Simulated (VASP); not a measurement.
Wanted: the native input for a VASP 6.6.1 run.

```
Task                   : relaxation of shape and atoms at fixed volume
Functional             : PBE
Potentials or basis    : VASP PAW PBE potentials, release 64 (Mo, P)
Cutoff                 : 300 eV
k mesh                 : 8 × 8 × 6
Occupations            : methfessel-paxton, width 0.1 eV
Spin                   : no spin polarisation
Further INCAR settings : ALGO = Normal; EDIFF = 1e-07; IBRION = 2; EDIFFG = -0.01; NSW = 40; ISIF = 4
```

The structure of MoP lies in POSCAR:

```
MoP                                     
1.0
    3.1638000208      0.0000000000      0.0000000000
   -1.5819000104      2.7399311905     -0.0000000000
    0.0000000000     -0.0000000000      3.1384981923
  Mo              P             
     1     1
Direct
     1.0000000000000000    0.0000000000000000    0.0000000000000000
     0.3333333332999970    0.6666666667000030    0.5000000000000000
```

The cell isn't the ideal one: a relaxed cell with its volume scaled by 0.94.

One way to write it, as run:

INCAR

```
SYSTEM = MoP
ALGO = Normal
EDIFF = 1E-7
EDIFFG = -0.01
ENCUT = 300
GGA = PE
IBRION = 2
ISIF = 4
ISMEAR = 1
LASPH = .True.
LCHARG = .False.
LREAL = .False.
LWAVE = .False.
NELM = 80
NSW = 40
PREC = Accurate
SIGMA = 0.1
```

KPOINTS

```
k-points
0
Gamma
  8 8 6
  0 0 0
```

Potentials or basis: VASP PAW PBE potentials, release 64 (Mo, P).

Run with:

```bash
$ cat potpaw_PBE.64/Mo/POTCAR potpaw_PBE.64/P/POTCAR > POTCAR
$ mpirun -np 1 vasp_std > vasp.out
```

It gave:

```
Energy gained by relaxing : 1.7 meV/atom
Ionic steps               : 3
Pressure after relaxing   : 16.0 GPa
Band gap on the k mesh    : none (metal or under the smearing width)
```

Caveat: the cutoff is under 1.25 times the usual one of these potentials, so pressure, stress and relaxed cells hold a basis-set (Pulay) error.

Wall time 8.3 s on 1 thread of Intel(R) Xeon(R) Platinum 8488C (Sapphire Rapids) (shared host), peak memory 0.12 GiB.
